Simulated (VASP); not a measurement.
# PbS (P-6m2) in VASP: notebook

One crystal, PbS, is run at these levels: PBE; tasks: single point.

All numbers are computed with VASP 6.6.1; they aren't measurements. Logs are shortened: lines on timing, memory, paths and dates and some standing lists are left out, and cuts for length are marked.

### 1 The crystal as given

It takes space group P-6m2 (No. 187, hexagonal). The conventional cell has a = 4.090 Å, b = 4.090 Å, c = 3.788 Å, α = 90.00°, β = 90.00°, γ = 120.00°. Pb (site symmetry -6m2) has 6 S at 3.03 Å as nearest neighbours. S (site symmetry -6m2) has 6 Pb at 3.03 Å as nearest neighbours.

Measurements of this composition are mostly on another form, of space group No. 225.

### 2 Single point, PBE

The input, INCAR:

```
SYSTEM = PbS
PREC = Accurate
ENCUT = 500
EDIFF = 1E-4
ISMEAR = 0
SIGMA = 0.05
LREAL = .FALSE.
LASPH = .TRUE.
NELM = 100
ALGO = Normal
ISIF = 2
LWAVE = .FALSE.
LCHARG = .FALSE.
GGA = PE
NBANDS = 12
ADDGRID = .FALSE.
```

The input, KPOINTS:

```
Automatic mesh
0
G
  8 8 7
  0 0 0
```

The input, POSCAR:

```
PbS
1.0
    4.0896976867      0.0000000000      0.0000000000
   -2.0448488433      3.5417820905      0.0000000000
    0.0000000000      0.0000000000      3.7881670000
Pb S
1 1
Direct
    0.0000000000      0.0000000000      0.0000000000
    0.6666666667      0.3333333333      0.5000000000
```

Potentials or basis: VASP PAW PBE potentials, release 64 (Pb, S).

Started as:

```console
$ cat potpaw_PBE.64/Pb/POTCAR potpaw_PBE.64/S/POTCAR > POTCAR
$ mpirun -np 1 vasp_std > vasp.out
```

OUTCAR:

```text
SYSTEM = PbS
   PREC = Accurate
   ENCUT = 500
   EDIFF = 1E-4
   ISMEAR = 0
   LREAL = .FALSE.
   LASPH = .TRUE.
   NELM = 100
   ISIF = 2
   GGA = PE

 Found     40 irreducible k-points:

 Following reciprocal coordinates:
            Coordinates               Weight
  0.000000  0.000000  0.000000      1.000000
  0.125000  0.000000  0.000000      6.000000
  0.250000  0.000000  0.000000      6.000000
  0.375000  0.000000  0.000000      6.000000
  0.500000  0.000000  0.000000      3.000000
  0.125000  0.125000  0.000000      6.000000
   k-points           NKPTS =     40   k-points in BZ     NKDIM =     40   number of bands    NBANDS=     12
   number of dos      NEDOS =    301   number of ions     NIONS =      2
   total plane-waves  NPLWV =  25200
   dimension x,y,z NGX =    30 NGY =   30 NGZ =   28
   dimension x,y,z NGXF=    60 NGYF=   60 NGZF=   56
   ions per type =               1   1
   NGX,Y,Z   is equivalent  to a cutoff of  12.19, 12.19, 12.29 a.u.
   NGXF,Y,Z  is equivalent  to a cutoff of  24.39, 24.39, 24.58 a.u.
 SYSTEM =  PbS
   PREC   = accura    normal or accurate (medium, high low for compatibility)
   ISTART =      0    job   : 0-new  1-cont  2-samecut
   ICHARG =      2    charge: 1-file 2-atom 10-const
   ISPIN  =      1    spin polarized calculation?
   LNONCOLLINEAR =      F non collinear calculations
   LSORBIT =      F    spin-orbit coupling
   LASPH  =      T    aspherical Exc in radial PAW
   ENCUT  =  500.0 eV  36.75 Ry    6.06 a.u.   7.46  7.46  6.91*2*pi/ulx,y,z
   NELM   =    100;   NELMIN=  2; NELMDL= -5     # of ELM steps
   EDIFF  = 0.1E-03   stopping-criterion for ELM
   LREAL  =      F    real-space projection
   EDIFFG = 0.1E-02   stopping-criterion for IOM
   NSW    =      0    number of steps for IOM
   IBRION =     -1    ionic relax: 0-MD 1-quasi-New 2-CG
   NFREE  =      0    steps in history (QN), initial steepest desc. (CG)
   ISIF   =      2    stress and relaxation
   ISYM   =      2    0-nonsym 1-usesym 2-fastsym
   POTIM  = 0.5000    time-step for ionic-motion
   TEBEG  =    0.0;   TEEND  =   0.0 temperature during run
   PSTRESS=    0.0 pullay stress
   NELECT =      10.0000    total number of electrons
   NUPDOWN=      -1.0000    fix difference up-down
   EMIN   =  10.00;   EMAX   =-10.00  energy-range for DOS
   EFERMI =   0.00;   METHOD = LEGACY
   ISMEAR =     0;   SIGMA  =   0.05  broadening in eV -4-tet -1-fermi 0-gaus
   EFERMI_NEDOS =   21; number of points for ismear=-14 and -15
   IALGO  =     38    algorithm
   IMIX   =      4    mixing-type and parameters
     AMIX     =   0.40;   BMIX     =  1.00
     AMIX_MAG =   1.60;   BMIX_MAG =  1.00
  volume/ion in A,a.u.               =      27.44       185.14
  Fermi-wavevector in a.u.,A,eV,Ry     =   0.928170  1.753987 11.721408  0.861499
  Thomas-Fermi vector in A             =   2.054318
   LORBIT       =      0    0 simple, 1 ext, 2 COOP (PROOUT), +10 PAW based schemes
   GGA     = PE    functional components
   LHFCALC =     F    Hartree Fock is set to
   AEXX    =    0.0000 exact exchange contribution
   IVDW    =     0    specifies the selected vdW correction
   LEPSILON=     F    determine dielectric tensor
   LRPA    =     F    only Hartree local field effects (RPA)
 non-spin polarized calculation
 Gauss-broadening in eV      SIGMA  =   0.05
  energy-cutoff  :      500.00
  volume of cell :       54.87
 maximum number of plane-waves:      1424
 NGX is ok and might be reduce to    30
   NGX = 15   NGY = 15   NGZ = 13

 number of electron      10.0000000 magnetization

 number of electron       9.9999999 magnetization

 Free energy of the ion-electron system (eV)
  ---------------------------------------------------
  ext. energy  EPLUGINS =         0.00000000
  ---------------------------------------------------
  free energy    TOTEN  =        -8.55661377 eV

  energy without entropy =       -8.55659465  energy(sigma->0) =       -8.55660421

 E-fermi :   3.9061     XC(G=0):  -9.3472

 val. band max:        3.8098198400   @ k =   0.3750   0.2500   0.0000
 cond. band min:       4.0102718108   @ k =   0.3750   0.2500   0.4286
 fundamental gap:      0.2004519708
 Fermi energy:         3.9061311692

 k-point     1 :       0.0000    0.0000    0.0000
  band No.  band energies     occupation
      1      -9.2489      2.00000
      2      -2.5643      2.00000
      3       1.7520      2.00000
      4       2.2239      2.00000
      5       2.2239      2.00000
      6       7.3543      0.00000
      7       7.3543      0.00000
      8       9.1631      0.00000
      9      10.3985      0.00000
     10      10.9350      0.00000
     11      14.8171      0.00000
     12      14.8177      0.00000

 k-point     2 :       0.1250    0.0000    0.0000
  band No.  band energies     occupation
      1      -9.1314      2.00000
      2      -2.8344      2.00000
      3       1.8695      2.00000
      4       2.0401      2.00000
      5       2.2488      2.00000
      6       6.7301      0.00000
      7       7.6739      0.00000
      8       9.4280      0.00000
      9       9.9357      0.00000
     10      12.0226      0.00000
     11      13.9772      0.00000
     12      14.5708      0.00000

 k-point     3 :       0.2500    0.0000    0.0000
  band No.  band energies     occupation
      1      -8.8094      2.00000
      2      -3.5041      2.00000
      3       1.6591      2.00000
      4       2.1815      2.00000
      5       2.2440      2.00000
      6       6.0199      0.00000
      7       8.3698      0.00000
      8       9.0030      0.00000
      9       9.8559      0.00000
     10      12.5691      0.00000
     11      14.3790      0.00000
     12      14.9047      0.00000

 k-point     4 :       0.3750    0.0000    0.0000
  band No.  band energies     occupation
      1      -8.4037      2.00000
      2      -4.2346      2.00000
      3       1.3378      2.00000
      4       2.1562      2.00000
      5       2.5494      2.00000
      6       5.8059      0.00000
      7       8.1721      0.00000
      8       8.9553      0.00000
      9       9.5906      0.00000
     10      13.3341      0.00000
     11      14.7263      0.00000
     12      14.7855      0.00000

 k-point     5 :       0.5000    0.0000    0.0000
  band No.  band energies     occupation
      1      -8.1940      2.00000
      2      -4.5735      2.00000
      3       1.2173      2.00000
      4       2.1005      2.00000
      5       2.7256      2.00000
      6       5.8192      0.00000
      7       7.8318      0.00000
      8       9.1577      0.00000
      9       9.2932      0.00000
     10      14.6601      0.00000
     11      14.8178      0.00000
     12      14.9646      0.00000

 k-point     6 :       0.1250    0.1250    0.0000
  band No.  band energies     occupation
      1      -8.9107      2.00000
      2      -3.2964      2.00000
      3       1.5801      2.00000
      4       2.0851      2.00000
      5       2.4500      2.00000
      6       6.2086      0.00000
      7       8.0601      0.00000
      8       9.2679      0.00000
      9       9.8036      0.00000
     10      12.7167      0.00000
     11      14.1196      0.00000
     12      14.3524      0.00000

 [... further k-points ...]

------------------------ aborting loop because EDIFF is reached ----------------------------------------

  FORCE on cell =-STRESS in cart. coord.  units (eV):
  Direction    XX          YY          ZZ          XY          YZ          ZX
  --------------------------------------------------------------------------------------
  -------------------------------------------------------------------------------------
  Total       -0.0842876     -0.0842876     -0.1370721     -0.0000000      0.0000000      0.0000000
  in kB       -2.4611176     -2.4611176     -4.0023722     -0.0000000      0.0000000      0.0000000
  external PRESSURE =      -2.9748691 kB  Pullay stress =       0.0000000 kB

 VOLUME and BASIS-vectors are now :
 -----------------------------------------------------------------------------
  energy-cutoff  :      500.00
  volume of cell :       54.87
      direct lattice vectors                 reciprocal lattice vectors
     4.089697687  0.000000000  0.000000000     0.244516851  0.141171870  0.000000000
    -2.044848843  3.541782090  0.000000000     0.000000000  0.282343740  0.000000000
     0.000000000  0.000000000  3.788167000     0.000000000  0.000000000  0.263979914

 POSITION                                       TOTAL-FORCE (eV/Angst)
 -----------------------------------------------------------------------------------
      0.00000      0.00000      0.00000         0.000000     -0.000000      0.000000
      2.04485      1.18059      1.89408        -0.000000      0.000000      0.000000
 -----------------------------------------------------------------------------------
    total drift:                               -0.000000      0.000000      0.000000

  FREE ENERGIE OF THE ION-ELECTRON SYSTEM (eV)
  ---------------------------------------------------
  free  energy   TOTEN  =        -8.5566137686 eV

  energy  without entropy=       -8.5565946549  energy(sigma->0) =       -8.55660421
```

Run time: 8.9 s. Hardware: 1 thread of Intel Xeon 6975P-C (Granite Rapids), shared host; peak memory 0.18 GiB.

These settings aren't checked as converged: the numbers below hold their error.

What came out:

* Free energy: -8.5566 eV
* Pressure: -0.3 GPa
* Band gap on the k mesh: 0.20 eV, indirect (least direct gap 1.65 eV)

Caveat: spin-orbit coupling is left out, which as a rule narrows the gap of such compounds by several tenths of an eV; an odd mesh through Γ misses points on the zone boundary, where band edges often lie.

### 3 Single point, PBE

INCAR is that of step 2.

KPOINTS is that of step 2.

The input, POSCAR:

```
PbS
1.0
    4.0896976867      0.0000000000      0.0000000000
   -2.0448488433      3.5417820905      0.0000000000
    0.0000000000      0.0000000000      3.7881670000
Pb S
1 1
Direct
    0.0512430000     -0.0024510000     -0.0244300000
    0.6810560000      0.3414810000      0.4970830000
```

Potentials or basis: VASP PAW PBE potentials, release 64 (Pb, S).

Started as:

```console
$ cat potpaw_PBE.64/Pb/POTCAR potpaw_PBE.64/S/POTCAR > POTCAR
$ mpirun -np 1 vasp_std > vasp.out
```

It took 46 s on 1 thread of Intel Xeon 6975P-C (Granite Rapids), shared host; peak memory 0.28 GiB.

The run converged, but some of its settings lie outside the range that counts as converged, so its numbers aren't taken as properties of the crystal.

Results:

| Quantity | Value |
| --- | --- |
| Free energy | -8.5325 eV |
| Pressure | 0.2 GPa |
| Largest force | 0.315 eV/Å |
| Band gap on the k mesh | 0.03 eV, indirect (least direct gap 1.67 eV) |

Caveat: spin-orbit coupling is left out, which as a rule narrows the gap of such compounds by several tenths of an eV; an odd mesh through Γ misses points on the zone boundary, where band edges often lie.

### 4 Single point, PBE

Changes to INCAR since step 3:

```diff
@@ -2,4 +2,4 @@
 PREC = Accurate
-ENCUT = 500
-EDIFF = 1E-4
+ENCUT = 400
+EDIFF = 1E-6
 ISMEAR = 0
```

The input, KPOINTS:

```
Automatic mesh
0
G
  9 9 9
  0 0 0
```

The input, POSCAR:

```
PbS
1.0
    4.0896976867      0.0000000000      0.0000000000
   -2.0448488433      3.5417820905      0.0000000000
    0.0000000000      0.0000000000      3.7881670000
Pb S
1 1
Direct
    0.0000000000      0.0000000000      0.0000000000
    0.6666666667      0.3333333333      0.5000000000
```

Started as:

```console
$ cat potpaw_PBE.64/Pb/POTCAR potpaw_PBE.64/S/POTCAR > POTCAR
$ mpirun -np 1 vasp_std > vasp.out
```

It took 20 s on 1 thread of Intel Xeon 6975P-C (Granite Rapids), shared host; peak memory 0.17 GiB.

The run converged, but some of its settings lie outside the range that counts as converged, so its numbers aren't taken as properties of the crystal.

What came out:

- Free energy: -8.5583 eV
- Pressure: -0.4 GPa
- Band gap on the k mesh: none (metal or under the smearing width)

### 5 The reference run

An earlier run on the cell as given: functional PBE; potentials or basis VASP PAW PBE potentials, release 64 (Pb_d, S); cutoff 520 eV; k mesh 8 × 8 × 7; occupations fermi-dirac, width 0.05 eV; no spin polarisation.

* Pressure: 0.0 GPa
* Band gap on the k mesh: 0.21 eV, indirect (least direct gap 1.65 eV)
